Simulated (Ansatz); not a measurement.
# P: one candidate of a structure search

Where does this trial cell of P go when cell and atoms are let free, and does the end survive a random kick?

Program: Ansatz 0.2.0. Level of theory: DFT PBE+D3(BJ), scalar-relativistic, plane waves, PAW. These are calculated values, not measurements.

**1. The starting structure**

The structure is trigonal, space group P-3m1 (No. 164). The conventional cell has a = 3.451 Å, b = 3.451 Å, c = 20.000 Å, α = 90.00°, β = 90.00°, γ = 120.00°. P (site symmetry 3m) is surrounded by 3 P at 2.29 Å.

As a file:

```xyz
4
Lattice="3.4514 0.0000 0.0000 -1.7257 2.9890 0.0000 0.0000 0.0000 20.0000" Properties=species:S:1:pos:R:3 pbc="T T F"
P     1.7257    0.9963    8.4250
P     0.0000    1.9927    7.2905
P     0.0000    0.0000   11.5750
P     0.0000    1.9927   12.7095
```

A structure generator made this guess: sheets of the P type as a bilayer. Its size is a rough estimate.

Only a and b are periodic; c spans vacuum, so the box's volume, pressure and space group aren't properties of the sheet.

**2. A first look at the guess**

The input, input.yaml:

```yaml
crystal:
  lattice:
    - [3.45145, 0.0, 0.0]
    - [-1.725725, 2.989044, 0.0]
    - [0.0, 0.0, 20.0]
  atoms:
    - { symbol: P, position: [0.66666667, 0.33333333, 0.42125] }
    - { symbol: P, position: [0.33333333, 0.66666667, 0.36452746] }
    - { symbol: P, position: [0.0, 0.0, 0.57875] }
    - { symbol: P, position: [0.33333333, 0.66666667, 0.63547254] }
  periodic: [true, true, false]
basis:
  ecutwfc: 420
kpoints:
  mp_grid: { grid: [6, 6, 1] }
hamiltonian:
  xc: pbe
  dispersion: d3bj
scf:
  occupations: { method: gaussian, width: 0.1 }
  lower_state_search: "off"
output:
  forces: true
  stress: true
  eigenvalues: true
```

The run is started by

```sh
ansatz run input.yaml --threads 1 --pin off --max-ram 2048MiB --backend cpu --events-out ev --progress --plain --runs-dir out
```

Further runs follow: coarse relaxation; full relaxation; kick test: the unmoved cell on a coarse mesh; random kick, then relaxation.

What does the calculation give? Wanted: relaxed cell; area; thickness between outermost nuclei; energy over the standard state, black P; gap on the mesh.

The runs gave:

| quantity | value |
| --- | --- |
| symmetry at the end (tolerance 0.02 Å) | layer group p-3m1 (No. 72) |
| relaxed cell | a = 3.257 Å, b = 3.257 Å, γ = 120.0° |
| area | 2.30 Å²/atom |
| thickness between outermost nuclei | 5.82 Å |
| energy over the standard state, black P | +0.13 eV/atom |
| gap on the mesh | 1.21 eV |

The layer group p-3m1 (No. 72) is kept, and the area per atom shrinks by 11.0 % from the first guess. It lies above the element's standard state, so it is metastable at best. It survived the kick, though modes of other wave vectors, which need another repeat, weren't probed.
